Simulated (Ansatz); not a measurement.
# BiSb (model cell, started as zinc blende): the cell at rest, part 2 of 2

Aim: bring BiSb (model cell, started as zinc blende) to small forces and stress, as phonons need.

Ansatz 0.2.0; DFT PBE, scalar-relativistic, plane waves, PAW.

So far. Step 2 (A coarse first look): The coarse mesh shows no gap and a pressure of -0.3 GPa. The relaxed cell has a = 7.142 Å (conventional setting).

The structure was built from a prototype and need not be the compound's stable phase.

## (4) Relaxing to small forces for the phonons

Phonons need a cell at rest on their own settings, so the relaxation is repeated with tight tolerances on forces and stress, using the mesh and the filling of the phonon run that follows.

The input, input.yaml:

```yaml
crystal:
  lattice:
    - [0.0, 3.5712225035, 3.5712225035]
    - [3.5712225035, 0.0, 3.5712225035]
    - [3.5712225035, 3.5712225035, 0.0]
  atoms:
    - { symbol: Bi, position: [0.0, 0.0, 0.0] }
    - { symbol: Sb, position: [0.25, 0.25, 0.25] }
kpoints:
  mp_grid: { grid: [10, 10, 10] }
hamiltonian:
  xc: pbe
scf:
  occupations: { method: methfessel_paxton, width: 0.15 }
output:
  forces: true
  stress: true
  eigenvalues: true
  write_density: true
  write_potential: true
  elf: true
  volumetric_format: npy
relax:
  adjacent_minimum: "off"
  f_tol: 0.001
  max_steps: 60
  cell: { stress_tol: 0.01 }
```

Run with:

```
$ ansatz run input.yaml --threads 4 --pin off --max-ram 7168MiB --backend cpu --events-out ev --progress --plain --runs-dir out
```

Numbers of over 12 decimals in the logs are rounded to 6 here.

The program printed:

```text
[...]
Crystal: 2 atoms, lattice volume = 91.092 Å³
Basis set: ecut = 420 eV, 1807 PW (Γ), exchange–correlation on 72×72×72 points (8 copies of the dense FFT grid, shifted against one another)
Bands: 19, of which v1, the nominal top of the filled ones, is band 15 counted from 1 (14 counted from 0)
Symmetry: 24 space group operations
[...]
k-points: 47 of 1000 (time reversal used)
[...]
k-point 46: bands = [... 11 lower, -3.0912, 2.5861, 2.6052, 6.2410, 6.6786, 8.7908, 8.8934, 11.9183]
--- Relaxed structure (1 steps of the walk, 1 accepted, 1 SCFs on fresh bases) ---
[...]
cell:  # Å, volume = 91.0921 Å³
    - [0.0, 3.5712225035, 3.5712225035]
    - [3.5712225035, 0.0, 3.5712225035]
    - [3.5712225035, 3.5712225035, 0.0]
  atoms:
    - { symbol: Bi, position: [0.0, 0.0, 0.0] }
    - { symbol: Sb, position: [0.25, 0.25, 0.25] }
[key lines of the parts left out:]
SCF converged after 6 iterations
Free energy (F): -18880.586024 eV
Fermi energy:    5.922347 eV
P = ⅓ Tr σ = -0.0006 GPa (-0.006 kbar)
```

Elapsed: 4.5 s, on 4 threads of Arm Neoverse V2, shared host; peak memory 0.48 GiB.

Little changed from the start: no atom moved by 0.005 Å and no cell edge by 0.1 %.

This step gave:

* pressure: -6.20e-4 GPa

ELF in the ac plane of a cell with a along [110], b along [-110] and c along [001] of the cube at fractional y = 0.000, with atoms of Bi and Sb within 0.2 Å of it. It is the smooth field of the valence electrons, not physical close to the nuclei.

Ten even steps from '_' (0.00) to '@' (0.55), each cell a mean:
```
::==########%%%%%%######**::::==########%%%%%%######**::
**####%%@@@@%%%%@@@@%%####****####%%@@@@%%%%@@@@%%####**
######@@@@##++++**%%@@%%##########@@@@##++++**%%@@%%####
****##@@%%==..__--**@@%%********##@@%%==..__--**@@%%****
====##@@##--____..++%%%%++======##@@##--____..++%%%%++==
..--**@@##==..__::**%%%%==::..--**@@##==..__::**%%%%==::
__..++%%%%##++==**%%@@##--..__..++%%%%##++==**%%@@##--..
____--**@@@@%%%%%%@@##==..______--**@@@@%%%%%%@@##==..__
____..--**%%%%@@%%##==::________..--**%%%%@@%%##==::____
______..::--==++==--..____________..::--==++==--..______
__________..........__________________..........________
________________________________________________________
..________________________....________________________..
::::..________________..::::::::..________________..::::
++==--::..__________..--==++++==--::..__________..--==++
####**==::________..--++########**==::________..--++####
##%%%%##==..____..::++##%%####%%%%##==..____..::++##%%##
--**%%##++::....::==**%%##==--**%%##++::....::==**%%##==
----####**========++##%%++::----####**========++##%%++::
```
Columns run along a (10.1 Å), rows up along c (7.1 Å), edges of the conventional cell, whose origin can differ from the input's. Atoms in or near the plane, at fractional coordinates: Bi at (0.50, 0.00), Bi at (0.00, 0.00), Sb at (0.75, 0.75), Sb at (0.25, 0.75).

Electrostatic potential energy in the ac plane of a cell with a along [110], b along [-110] and c along [001] of the cube at fractional y = 0.000, with atoms of Bi and Sb within 0.2 Å of it. With pseudopotentials it is smooth inside the atoms' cores, unlike the true potential.

Values in eV, 10 rows by 16 columns, each cell a mean:
```
-57 -16   5   4   3   5  -6 -50 -57 -16   5   4   3   5  -6 -50
 -4   3  -1 -17 -18  -6   4  -2  -4   3  -1 -17 -18  -6   4  -2
  8   7  -7 -21 -20 -13   6   8   8   7  -7 -21 -20 -13   6   8
 10   9   2 -12 -14  -2   8  10  10   9   2 -12 -14  -2   8  10
 10  10   9   7   6   8   9  10  10  10   9   7   6   8   9  10
 10  10  10   9   9  10  10  10  10  10  10   9   9  10  10  10
 10  10  10  10  10  10  10  10  10  10  10  10  10  10  10  10
  7   8   9  10  10  10   9   8   7   8   9  10  10  10   9   8
-14   1   8   9  10   9   4 -10 -14   1   8   9  10   9   4 -10
-64 -21   5   9   9   7  -9 -58 -64 -21   5   9   9   7  -9 -58
```
Columns run along a (10.1 Å; values clipped at the 3rd and 97th percentile), rows up along c (7.1 Å), edges of the conventional cell, whose origin can differ from the input's. Atoms in or near the plane, at fractional coordinates: Bi at (0.50, 0.00), Bi at (0.00, 0.00), Sb at (0.75, 0.75), Sb at (0.25, 0.75).

Valence density in the ac plane of a cell with a along [110], b along [-110] and c along [001] of the cube at fractional y = 0.000, with atoms of Bi and Sb within 0.2 Å of it. It is the smooth field of the valence electrons, not physical close to the nuclei.

Values in e/Å³, 10 rows by 16 columns, each cell a mean:
```
 4  1  0  0  0  0  1  4  4  1  0  0  0  0  1  4
 0  0  0  2  3  1  0  0  0  0  0  2  3  1  0  0
 0  0  1  8 12  1  0  0  0  0  1  8 12  1  0  0
 0  0  0  1  2  0  0  0  0  0  0  1  2  0  0  0
 0  0  0  0  0  0  0  0  0  0  0  0  0  0  0  0
 0  0  0  0  0  0  0  0  0  0  0  0  0  0  0  0
 0  0  0  0  0  0  0  0  0  0  0  0  0  0  0  0
 0  0  0  0  0  0  0  0  0  0  0  0  0  0  0  0
 1  0  0  0  0  0  0  1  1  0  0  0  0  0  0  1
 6  1  0  0  0  0  1  4  6  1  0  0  0  0  1  4
```
Columns run along a (10.1 Å), rows up along c (7.1 Å), edges of the conventional cell, whose origin can differ from the input's. Atoms in or near the plane, at fractional coordinates: Bi at (0.50, 0.00), Bi at (0.00, 0.00), Sb at (0.75, 0.75), Sb at (0.25, 0.75).

The forces vanish by symmetry and the pressure is -0.001 GPa, within the tolerances set. The cell now holds 45.55 Å³/atom.

## (5) Results

```yaml
space_group_after_relaxation_within_0p01_a: F-43m
lattice_constant_a: 7.142 Å
lattice_constant_b: 7.142 Å
lattice_constant_c: 7.142 Å
volume_per_atom: 45.5 Å³
```

What this shows: The forces vanish by symmetry and the pressure is -0.001 GPa, within the tolerances set. The cell now holds 45.55 Å³/atom. The relaxation keeps the symmetry of its start, so it says nothing on stability against lower symmetry. Spin-orbit coupling is left out, which can matter for the heavy elements here. The starting cell was built on a prototype and not taken from a measurement, so the phase need not exist.

[Logs are printed without paths, hosts, clocks, repeated set-up lines and the standing remarks that a program may print on its own settings, such as how far it seeks lower states.]

[Hosts, paths, dates, database ids (printed as entryN), source tags and the programs' standing remarks are cut or masked in the printed files.]
